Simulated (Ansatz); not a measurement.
**TiC/AlN/TiC under bias**

What current flows through TiC/AlN/TiC, and is the curve linear and symmetric? Both electrodes are TiC rock salt(111); the barrier is AlN wurtzite(0001) (whole bilayers). In the first transport cell, after relaxation, the nearest pair of electrode and barrier is C–N at 2.96 Å, at a slant, at the lower face and C–Al at 2.02 Å, along the normal, at the upper one. All share a net of side 3.062 Å, which strains the lower electrode by +0.0 % and the barrier by -2.2 %, against typed lattice constants near PBE's. The first steps treat the bulk electrodes alone.

Method: PBE DFT, plane waves, PAW files, in the first sound run; inputs show where later runs differ, in Ansatz 0.2.0.

Most raw output is cut from this account.

### Step 1. The starting structure

Symmetry: Fm-3m, No. 225, cubic system. Conventional cell: a = 4.330 Å, b = 4.330 Å, c = 4.330 Å, α = 90.00°, β = 90.00°, γ = 90.00°. Ti has 6 C at 2.17 Å nearest. Nearest to C lie 6 Ti at 2.17 Å. Farther neighbours are not listed.

### Step 2. Layer spacing of the electrode

The electrode is held to the junction's net and relaxed along the normal; its spacing is used for the ideal lead layers.

The input, input.yaml:

```yaml
crystal:
  lattice:
    - [3.062, 0.0, 0.0]
    - [-1.531, 2.6517697864, 0.0]
    - [0.0, 0.0, 7.4993896798]
  atoms:
    - { symbol: Ti, position: [0.0, 0.0, 0.0] }
    - { symbol: C, position: [0.3333333333, 0.6666666667, 0.1666666667] }
    - { symbol: Ti, position: [0.6666666667, 0.3333333333, 0.3333333333] }
    - { symbol: C, position: [0.0, 0.0, 0.5] }
    - { symbol: Ti, position: [0.3333333333, 0.6666666667, 0.6666666667] }
    - { symbol: C, position: [0.6666666667, 0.3333333333, 0.8333333333] }
kpoints:
  mp_grid: { grid: [12, 12, 4] }
scf:
  occupations: { method: fermi_dirac, width: 0.1 }
  max_iter: 150
hamiltonian:
  xc: pbe
relax:
  f_tol: 0.01
  max_steps: 40
  cell: { fix: [a, b, angles] }
```

Command:

```bash
$ ansatz run input.yaml --threads 8 --pin off --max-ram 16384MiB --backend cpu --events-out ev --progress --plain --runs-dir out
```

Run time: 5.9 s. Hardware: 8 threads of Arm Neoverse N1, shared host; peak memory 0.5 GiB; 41 s of CPU time.

Relaxation path:

```tsv
step	energy less that of the first step (eV)	largest force component (eV/Å)	pressure (GPa)	volume (Å³)
1	0.0000	0.0000	0.52	60.89
2	0.0000	0.0000	0.15	60.98
3	0.0000	0.0000	0.23	60.96
4*	-0.0001	0.0000	0.23	60.96
```

Relaxation steps marked * repeat the geometry before them on a plane-wave basis chosen anew for their cell, so energy and pressure can jump there.

Forces are held to the 36 operations that the run works with; a distortion that breaks them can't arise in this run.

```tsv
cell as run	before	after	change
a (Å)	3.062	3.062	+0.0 %
b (Å)	3.062	3.062	+0.0 %
c (Å)	7.499	7.508	+0.1 %
volume (Å³/atom)	10.15	10.16	+0.1 %
```

The relaxed structure:

```xyz
6
Lattice="3.0620 0.0000 0.0000 -1.5310 2.6518 0.0000 0.0000 0.0000 7.5081" Properties=species:S:1:pos:R:3 pbc="T T T"
Ti    0.0000    0.0000    0.0000
C     0.0000    1.7678    1.2513
Ti    1.5310    0.8839    2.5027
C     0.0000    0.0000    3.7540
Ti    0.0000    1.7678    5.0054
C     1.5310    0.8839    6.2567
```

This step gave:

| Item | Value |
| --- | --- |
| free energy | -8256.8310 eV |
| Fermi energy | 14.70 eV |
| pressure | 0.2322 GPa |

### Step 3. Relaxation

System of this step: TiC/AlN/TiC. The cell holds 16 atoms: 4 Ti, 4 C, 4 N and 4 Al. Cell: a = 3.062 Å, b = 3.062 Å, c = 34.865 Å, α = 90.0°, β = 90.0°, γ = 120.0°. Vacuum lies along c.

Tunnelling depends exponentially on distance, so the interfaces are relaxed first. A short slab in vacuum serves: only the barrier and the layers next to it are taken over, and later cells can add or drop layers in the barrier's middle. The dipole correction removes the field that unlike faces would set up across the vacuum.

The input, input.yaml:

```yaml
crystal:
  lattice:
    - [3.062, 0.0, 0.0]
    - [-1.531, 2.6517697864, 0.0]
    - [0.0, 0.0, 34.8652718319]
  atoms:
    - { symbol: Ti, position: [0.33333333, 0.66666667, 0.229454686] }
    - { symbol: C, position: [0.66666667, 0.33333333, 0.2653040632] }
    - { symbol: Ti, position: [0.0, 0.0, 0.3011534403] }
    - { symbol: C, position: [0.33333333, 0.66666667, 0.3370028175] }
    - { symbol: "N", position: [0.66666667, 0.33333333, 0.3685528368] }
    - { symbol: Al, position: [0.0, 0.0, 0.3858011869] }
    - { symbol: "N", position: [0.0, 0.0, 0.4416390659] }
    - { symbol: Al, position: [0.66666667, 0.33333333, 0.458887416] }
    - { symbol: "N", position: [0.66666667, 0.33333333, 0.5147252951] }
    - { symbol: Al, position: [0.0, 0.0, 0.5319736452] }
    - { symbol: "N", position: [0.0, 0.0, 0.5878115242] }
    - { symbol: Al, position: [0.66666667, 0.33333333, 0.6050598743] }
    - { symbol: C, position: [0.66666667, 0.33333333, 0.6629971825] }
    - { symbol: Ti, position: [0.0, 0.0, 0.6988465597] }
    - { symbol: C, position: [0.33333333, 0.66666667, 0.7346959368] }
    - { symbol: Ti, position: [0.66666667, 0.33333333, 0.770545314] }
kpoints:
  mp_grid: { grid: [8, 8, 1] }
scf:
  occupations: { method: fermi_dirac, width: 0.1 }
  max_iter: 150
hamiltonian:
  xc: pbe
efield:
  axis: 3
  dipole_correction: true
relax:
  f_tol: 0.04
  max_steps: 60
output:
  forces: true
```

Elapsed: 41 s, on 8 threads; peak memory 1 GiB.

The steps of the relaxation:

```tsv
step	energy less that of the first step (eV)	largest force component (eV/Å)
1	0.0000	3.1161
2	-1.5822	3.0875
3	-2.5155	1.5805
4	-2.8141	1.5894
5	-3.0456	0.7493
6	-3.1295	0.2529
7	-3.1272	0.4208
8	-3.1417	0.0508
9	-3.1463	0.1411
10	-3.1481	0.0287
```

Relaxation step 7 was tried and not accepted.

Forces are held to the 6 operations that the run works with; a distortion that breaks them can't arise in this run.

The atoms that moved most (Å):

```tsv
atom	dx	dy	dz	length
C4	0.000	0.000	-0.829	0.829
C2	0.000	0.000	-0.743	0.743
Ti3	0.000	0.000	-0.452	0.452
N5	0.000	0.000	0.448	0.448
Ti1	0.000	0.000	-0.400	0.400
N7	0.000	0.000	0.267	0.267
Al6	0.000	0.000	0.248	0.248
C15	0.000	0.000	0.245	0.245
```

This step gave:

| Item | Value |
| --- | --- |
| free energy | -14694.6748 eV |
| Fermi energy | 4.696 eV |

The largest force component on a free atom ends at 0.029 eV/Å. At one or more of this run's solves the program warned of density in the dipole ramp over its bound, where dipole, forces and levels can be off.

### Step 4. Current under bias

This step: PBE DFT, plane waves, PAW files; current against voltage, self-consistent between two reservoirs (Ansatz 0.2.0).

System of this step: TiC/AlN/TiC. The cell holds 38 atoms: 18 C, 16 Ti, 2 N and 2 Al. Cell: a = 3.062 Å, b = 3.062 Å, c = 60.729 Å, α = 90.0°, β = 90.0°, γ = 120.0°. Regions: left electrode, 17 atoms (9 C and 8 Ti); barrier, 4 atoms (2 N and 2 Al); right electrode, 17 atoms (9 C and 8 Ti). Vacuum lies along c.

Under bias the potential drop changes the barrier, so density and potential are solved anew at each voltage between two reservoirs. The leads must hold the reservoirs as well as the screening charge.

The input, input.yaml:

```yaml
crystal:
  lattice:
    - [3.062, 0.0, 0.0]
    - [-1.531, 2.6517697864, 0.0]
    - [0.0, 0.0, 60.7294340405]
  atoms:
    - { symbol: C, position: [0.0, 0.0, 0.1152653587] }
    - { symbol: Ti, position: [0.33333333, 0.66666667, 0.1358706816] }
    - { symbol: C, position: [0.66666667, 0.33333333, 0.1564760044] }
    - { symbol: Ti, position: [0.0, 0.0, 0.1770813272] }
    - { symbol: C, position: [0.33333333, 0.66666667, 0.19768665] }
    - { symbol: Ti, position: [0.66666667, 0.33333333, 0.2182919729] }
    - { symbol: C, position: [0.0, 0.0, 0.2388972957] }
    - { symbol: Ti, position: [0.33333333, 0.66666667, 0.2595026185] }
    - { symbol: C, position: [0.66666667, 0.33333333, 0.2801079414] }
    - { symbol: Ti, position: [0.0, 0.0, 0.3007132642] }
    - { symbol: C, position: [0.33333333, 0.66666667, 0.321318587] }
    - { symbol: Ti, position: [0.66666667, 0.33333333, 0.3419239098] }
    - { symbol: C, position: [0.0, 0.0, 0.3625292327] }
    - { symbol: Ti, position: [0.33333333, 0.66666667, 0.3831345555] }
    - { symbol: C, position: [0.66666667, 0.33333333, 0.4037398783] }
    - { symbol: Ti, position: [0.0, 0.0, 0.4243452012] }
    - { symbol: C, position: [0.33333333, 0.66666667, 0.4387176584] }
    - { symbol: "N", position: [0.66666667, 0.33333333, 0.4778611751] }
    - { symbol: Al, position: [0.0, 0.0, 0.4844561656] }
    - { symbol: "N", position: [0.0, 0.0, 0.5168312726] }
    - { symbol: Al, position: [0.66666667, 0.33333333, 0.5272141897] }
    - { symbol: C, position: [0.66666667, 0.33333333, 0.5605201454] }
    - { symbol: Ti, position: [0.0, 0.0, 0.5756547988] }
    - { symbol: C, position: [0.33333333, 0.66666667, 0.5962601217] }
    - { symbol: Ti, position: [0.66666667, 0.33333333, 0.6168654445] }
    - { symbol: C, position: [0.0, 0.0, 0.6374707673] }
    - { symbol: Ti, position: [0.33333333, 0.66666667, 0.6580760902] }
    - { symbol: C, position: [0.66666667, 0.33333333, 0.678681413] }
    - { symbol: Ti, position: [0.0, 0.0, 0.6992867358] }
    - { symbol: C, position: [0.33333333, 0.66666667, 0.7198920586] }
    - { symbol: Ti, position: [0.66666667, 0.33333333, 0.7404973815] }
    - { symbol: C, position: [0.0, 0.0, 0.7611027043] }
    - { symbol: Ti, position: [0.33333333, 0.66666667, 0.7817080271] }
    - { symbol: C, position: [0.66666667, 0.33333333, 0.80231335] }
    - { symbol: Ti, position: [0.0, 0.0, 0.8229186728] }
    - { symbol: C, position: [0.33333333, 0.66666667, 0.8435239956] }
    - { symbol: Ti, position: [0.66666667, 0.33333333, 0.8641293184] }
    - { symbol: C, position: [0.0, 0.0, 0.8847346413] }
kpoints:
  mp_grid: { grid: [12, 12, 1] }
scf:
  occupations: { method: fermi_dirac, width: 0.1 }
  max_iter: 150
hamiltonian:
  xc: pbe
output:
  current_voltage:
    bias: [0.2, 1.2, -0.2, -1.2]
    kmesh: [24, 24]
    leads: [[7, 9], [29, 31]]
    electrode_ends: [16, 21]
  write_potential: true
  write_density: true
  volumetric_format: npy
  elf: true
```

Elapsed: 30 min, on 8 threads; peak memory 6.9 GiB.

This step gave:

```yaml
free_energy: -46369.3831 eV
fermi_energy: 9.025 eV
conductance_at_zero_bias: 8.62e13 S/m²
```

Checks by voltage:

```tsv
bias (V)	current density (ampere/m²)	current on every other mesh point (ampere)	drop across the junction (V)	electrons moved	electrons in bound states	misfit, lower lead (eV)	misfit, upper lead (eV)	iterations
-1.2	-7.32e13	-5.04e-6	-0.9954	-0.003734	2.99e-4	0.07739	0.0519	15
-0.2	-1.49e13	-1.16e-6	-0.143	-0.001076	4.90e-5	0.0548	0.05714	10
0	0	0	0	0	0	0.0457	0.06409	9
0.2	1.39e13	1.04e-6	0.1579	8.71e-4	5.07e-5	0.04039	0.06984	11
1.2	6.64e13	4.95e-6	1.031	0.002651	3.82e-4	0.03738	0.08545	16
```

Cell area 8.120 Å^2. Table of current through one cell by bias:

```tsv
bias (V)	current through one cell (μA)
-1.200	-5.94
-0.200	-1.21
0.000	0
0.200	1.13
1.200	5.39
```

Bias 0 V. Transmission and channels, zone mean against energy, zero at the mean Fermi level:

```tsv
energy (eV)	transmission	channels, left	channels, right
-0.259	0.0629	0.323	0.323
-0.233	0.0414	0.292	0.312
-0.207	0.0413	0.333	0.281
-0.181	0.0414	0.302	0.333
-0.155	0.0548	0.302	0.302
-0.129	0.0589	0.323	0.302
-0.103	0.0650	0.344	0.323
-0.078	0.0704	0.344	0.344
-0.052	0.0794	0.354	0.365
-0.026	0.0887	0.344	0.354
0.000	0.0901	0.354	0.344
0.026	0.0922	0.323	0.354
0.052	0.102	0.344	0.323
0.078	0.109	0.406	0.344
0.103	0.140	0.427	0.406
0.129	0.131	0.427	0.427
0.155	0.130	0.448	0.427
0.181	0.118	0.479	0.448
0.207	0.102	0.479	0.479
0.233	0.0790	0.469	0.490
0.259	0.0707	0.479	0.469
```

Bias 1.2 V. Transmission and channels, zone mean against energy, zero at the mean Fermi level:

```tsv
energy (eV)	transmission	channels, left	channels, right
-0.879	0.0446	1.30	0.417
-0.827	0.0411	1.22	0.396
-0.750	0.0519	1.18	0.323
-0.698	0.0369	1.10	0.292
-0.646	0.0317	1.06	0.302
-0.569	0.0492	1.03	0.344
-0.517	0.0770	1.01	0.354
-0.465	0.0656	0.927	0.354
-0.388	0.0733	0.865	0.406
-0.336	0.0783	0.833	0.427
-0.284	0.100	0.812	0.479
-0.233	0.109	0.740	0.469
-0.207	0.104	0.698	0.479
-0.155	0.0973	0.656	0.490
-0.103	0.0974	0.656	0.490
-0.026	0.0827	0.604	0.604
0.000	0.0734	0.542	0.615
0.026	0.0805	0.5	0.656
0.103	0.0419	0.427	0.667
0.155	0.0319	0.417	0.656
0.207	0.0253	0.344	0.693
0.284	0.0293	0.292	0.807
0.336	0.0453	0.333	0.859
0.388	0.0358	0.302	0.870
0.465	0.0256	0.344	0.870
0.517	0.0179	0.344	0.908
0.569	0.0127	0.323	0.887
0.646	0.0139	0.427	1.00
0.698	0.0129	0.448	1.03
0.750	0.0128	0.479	1.01
0.827	0.0101	0.458	1.04
0.879	0.00985	0.490	1.10
```

Bias -1.2 V. The transmission and channels, zone mean by energy, zero at the mean Fermi level:

```tsv
energy (eV)	transmission	channels, left	channels, right
-0.879	0.0605	0.427	1.30
-0.827	0.0718	0.375	1.23
-0.776	0.0620	0.333	1.18
-0.724	0.0551	0.312	1.14
-0.698	0.0543	0.302	1.10
-0.646	0.0656	0.302	1.06
-0.595	0.0775	0.333	1.03
-0.543	0.0797	0.365	1.03
-0.491	0.0874	0.365	0.969
-0.439	0.0862	0.323	0.906
-0.414	0.0997	0.365	0.906
-0.362	0.116	0.427	0.833
-0.310	0.125	0.458	0.833
-0.259	0.148	0.479	0.792
-0.207	0.104	0.479	0.698
-0.155	0.113	0.490	0.656
-0.129	0.111	0.490	0.656
-0.078	0.0925	0.573	0.625
-0.026	0.0834	0.604	0.604
0.000	0.0751	0.615	0.542
0.026	0.0696	0.656	0.521
0.078	0.0559	0.646	0.458
0.129	0.0378	0.677	0.417
0.155	0.0295	0.656	0.417
0.207	0.0219	0.693	0.344
0.259	0.0196	0.807	0.323
0.310	0.00627	0.849	0.292
0.362	0.00826	0.839	0.302
0.414	0.00961	0.870	0.323
0.439	0.0118	0.870	0.344
0.491	0.0171	0.901	0.344
0.543	0.0170	0.887	0.354
0.595	0.0259	0.970	0.344
0.646	0.00876	1.00	0.406
0.698	0.00756	1.03	0.448
0.724	0.00744	1.03	0.479
0.776	0.00692	1.01	0.469
0.827	0.00619	1.04	0.458
0.879	0.00565	1.10	0.490
```

The Hartree potential energy less that at 0 V, planar mean by z:

```tsv
z (Å)	0.2 V (eV)	1.2 V (eV)	-0.2 V (eV)	-1.2 V (eV)
0	-0.00105	-0.0166	8.6e-4	0.0115
5	0.0813	0.476	-0.0813	-0.480
10	0.0984	0.582	-0.0959	-0.579
15	0.0904	0.551	-0.0840	-0.526
20	0.0793	0.524	-0.0657	-0.455
25	0.0633	0.506	-0.0486	-0.426
30	0.00377	0.126	-0.0169	-0.255
35	-0.0579	-0.476	0.0400	0.426
40	-0.0751	-0.501	0.0726	0.535
45	-0.0859	-0.541	0.0853	0.556
50	-0.0980	-0.603	0.0987	0.604
55	-0.0935	-0.570	0.0940	0.569
60	-0.0131	-0.0888	0.0129	0.0837
```

ELF in the ca plane at fractional y = 0.000, with atoms of C and Ti and Al and N within 0.2 Å of it. It is the smooth field of the valence electrons, not physical close to the nuclei.

Values, 5 rows by 16 columns, each cell a mean:
```
0.21 0.60 0.61 0.42 0.22 0.37 0.42 0.13 0.12 0.12 0.41 0.68 0.63 0.12 0.29 0.48
0.29 0.23 0.53 0.14 0.45 0.31 0.35 0.45 0.28 0.69 0.26 0.57 0.47 0.36 0.46 0.21
0.34 0.13 0.23 0.15 0.52 0.47 0.56 0.56 0.31 0.75 0.23 0.22 0.21 0.48 0.69 0.32
0.26 0.35 0.67 0.20 0.38 0.29 0.33 0.34 0.24 0.54 0.29 0.71 0.57 0.27 0.34 0.30
0.20 0.65 0.46 0.49 0.17 0.36 0.39 0.09 0.09 0.04 0.45 0.54 0.60 0.09 0.31 0.39
```
Columns run along c (16.0 Å, from fractional 0.33 to 0.59 of the cell), rows up along a (3.1 Å). Atoms in or near the plane, at fractional coordinates: C at (0.36, 0.00), Ti at (0.42, 0.00), Al at (0.48, 0.00), N at (0.52, 0.00), Ti at (0.58, 0.00).

Valence density in the ca plane at fractional y = 0.000, with atoms of C and Ti and Al and N within 0.2 Å of it. It is the smooth field of the valence electrons, not physical close to the nuclei.

Values in units of 1e0 e/Å³, 5 rows by 16 columns, each cell a mean:
```
0.2 0.6 1.3 0.3 0.2 2.6 3.9 0.1 0.1 0.1 0.3 2.1 0.8 0.1 1.4 5.0
0.3 0.3 0.4 0.3 0.4 0.4 0.5 0.2 0.1 0.4 0.2 0.4 0.3 0.2 0.4 0.5
0.5 0.4 0.2 0.5 0.5 0.3 0.4 0.3 0.2 0.5 0.1 0.2 0.2 0.2 0.4 0.3
0.3 0.4 0.6 0.3 0.3 0.7 1.0 0.2 0.1 0.3 0.2 0.7 0.4 0.1 0.5 1.1
0.2 0.7 1.5 0.4 0.2 3.5 5.2 0.1 0.1 0.1 0.3 2.7 1.0 0.1 1.9 6.7
```
Columns run along c (16.0 Å, from fractional 0.33 to 0.59 of the cell), rows up along a (3.1 Å). Atoms in or near the plane, at fractional coordinates: C at (0.36, 0.00), Ti at (0.42, 0.00), Al at (0.48, 0.00), N at (0.52, 0.00), Ti at (0.58, 0.00).

Electrostatic potential energy in the ca plane at fractional y = 0.000, with atoms of C and Ti and Al and N within 0.2 Å of it. With pseudopotentials it is smooth inside the atoms' cores, unlike the true potential.

Ten even steps from '0' (-31 eV) to '9' (13 eV), each cell a mean:
```
99997001799998510027999865775750038999962001
98888657888998742358999986556897578999985324
88778888877888887789999998888999877899988778
87557898755788899888999999999999866799988999
87667898766788888889999999899999877899988888
98888888888898865578999997668999888899987556
99987314889998621147999975665873159999973112
99996000699998410026999866875740018999851001
```
Columns run along c (16.0 Å, from fractional 0.33 to 0.59 of the cell; values clipped at the 3rd and 97th percentile), rows up along a (3.1 Å). Atoms in or near the plane, at fractional coordinates: C at (0.36, 0.00), Ti at (0.42, 0.00), Al at (0.48, 0.00), N at (0.52, 0.00), Ti at (0.58, 0.00).

All 5 points reached self-consistency. On every other mesh point the currents change by up to 15 %. The leads' potential repeats within 85 meV, on the large side, so longer leads could move the currents.

(Continued in part 2 of 2.)

[Logs are printed without paths, hosts, clocks, repeated set-up lines and the standing remarks that a program may print on its own settings, such as how far it seeks lower states.]

[Hosts, paths, dates, database ids (printed as entryN), source tags and the programs' standing remarks are cut or masked in the printed files.]
